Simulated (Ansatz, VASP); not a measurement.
## GaAs: VASP beside Ansatz

```
Ga As
1.0
     0.00000    2.80157    2.80157
     2.80157    0.00000    2.80157
     2.80157    2.80157    0.00000
Ga As
1 1
Direct
  0.00000 0.00000 0.00000
  0.75000 0.75000 0.75000
```

Alike in both runs: functional LDA; k mesh 12 × 12 × 12; no spin polarisation.

Ansatz relaxed the structure, and its values are those at the end. VASP's run is a single point on that final structure, the one shown.

```csv
,VASP,Ansatz
version,VASP 6.6.1,Ansatz 0.2.0
potentials or method,"VASP PAW LDA potentials, release 64 (Ga_d, As)","scalar-relativistic, plane waves, PAW"
plane-wave cutoff (eV),520,420
occupations,"gaussian, width 0.01 eV",fixed
valence electrons in the cell,18,28
```

VASP gave:

```
gap on the k mesh at the Fermi level (eV) : 0.54
least direct gap on the mesh (eV)         : 0.54
pressure (GPa)                            : 0.3
```

What did Ansatz give for the same quantities?

gap on the k mesh at the Fermi level (eV): 0.49; least direct gap on the mesh (eV): 0.49; pressure (GPa): 0.0.

The two sets of potentials don't hold the same shells in valence.

A k mesh can miss the band edges.
